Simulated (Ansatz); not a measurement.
# BaS: response to strain

Aim: deform BaS (equal xy, yz and zx engineering shear strains of -2 %) and compute stress, forces and field gradients with LAPW, PAW and all-electron datasets made for the crystal.

Method: DFT PBE, scalar-relativistic, in Ansatz 0.2.0.

## 1. The structure to begin with

It takes space group Fm-3m (No. 225, cubic). Conventional cell: a = 6.387 Å, b = 6.387 Å, c = 6.387 Å, α = 90.00°, β = 90.00°, γ = 90.00°. Ba (site symmetry m-3m) has 6 S at 3.19 Å as nearest neighbours. Around S (site symmetry m-3m) lie 6 Ba at 3.19 Å.

Coordinates:

```
Ba S
1.0
     0.00000    3.19375    3.19375
     3.19375    0.00000    3.19375
     3.19375    3.19375    0.00000
Ba S
1 1
Cartesian
  0.0000 0.0000 0.0000
  3.1937 3.1937 3.1937
```

Atoms are numbered in the order of the input: Ba1, S2.

## 2. The deformed structure

Space group Fm-3m before, R-3m after.

## 3. All-electron LAPW

Contents of input.yaml:

```yaml
crystal:
  lattice:
    - [-0.063875, 3.1618125, 3.1618125]
    - [3.1618125, -0.063875, 3.1618125]
    - [3.1618125, 3.1618125, -0.063875]
  atoms:
    - { symbol: Ba, position: [0.0, 0.0, 0.0] }
    - { symbol: S, position: [0.5, 0.5, 0.5] }
kpoints:
  mp_grid: { grid: [8, 8, 8] }
  band_path:
    path:
      - [0.0, 0.0, 0.0]
      - [0.5, 0.5, 0.5]
      - [0.2551801333, 0.5, 0.7448198667]
      - [-0.2551801333, 0.2551801333, 0.5]
      - [0.0, 0.0, 0.5]
      - [0.0, 0.0, 0.0]
      - [-0.3775900666, 0.0, 0.3775900666]
      - [0.0, 0.3775900666, 0.6224099334]
      - [0.0, 0.5, 0.5]
    npoints: 5
scf:
  occupations: { method: fermi_dirac, width: 0.02 }
hamiltonian:
  xc: pbe
  pseudopotentials: { kind: all_electron, lapw: { basis_error: 0.00025 } }
output:
  forces: true
  stress: true
  eigenvalues: true
```

Run with:

```sh
$ ansatz run input.yaml --threads 1 --pin off --max-ram 3072MiB --backend cpu --events-out ev --progress --plain --runs-dir out
```

## 4. PAW with frozen cores

Contents of input.yaml:

```yaml
crystal:
  lattice:
    - [-0.063875, 3.1618125, 3.1618125]
    - [3.1618125, -0.063875, 3.1618125]
    - [3.1618125, 3.1618125, -0.063875]
  atoms:
    - { symbol: Ba, position: [0.0, 0.0, 0.0] }
    - { symbol: S, position: [0.5, 0.5, 0.5] }
kpoints:
  mp_grid: { grid: [8, 8, 8] }
scf:
  occupations: { method: fermi_dirac, width: 0.02 }
hamiltonian:
  xc: pbe
  pseudopotentials: { kind: paw }
output:
  forces: true
  stress: true
  eigenvalues: true
  efg: { contact_densities: true }
```

## 5. All-electron PAW on datasets made for the crystal

Edit input.yaml of step 4 so:

```diff
@@ -14,3 +14,3 @@
   xc: pbe
-  pseudopotentials: { kind: paw }
+  pseudopotentials: { kind: all_electron, datasets: crystal }
 output:
```

(Steps that only read results are left out.)

Before running it: what results should come out? Wanted: pressure; largest shear or deviatoric stress.

As calculated:

| quantity | value |
| --- | --- |
| pressure | LAPW 0.82, PAW 0.83, crystal datasets 0.82 GPa |
| largest shear or deviatoric stress (LAPW) | 0.35 GPa |

In words: The largest part of the stress beyond the pressure is 0.35 GPa in size; the atoms are carried along and not relaxed. No run of the undeformed cell stands beside it, so the pressure holds what the given cell had before the change. PAW: stress within 0.01 GPa of LAPW. Crystal datasets: stress within 0.01 GPa of LAPW. Spin-orbit coupling is left out, though the cell holds Ba; in elements this heavy it can shift bands and gaps by tenths of an eV.

These are semilocal Kohn-Sham gaps, which aren't the measured quantity. Such gaps usually fall short of the measured ones.
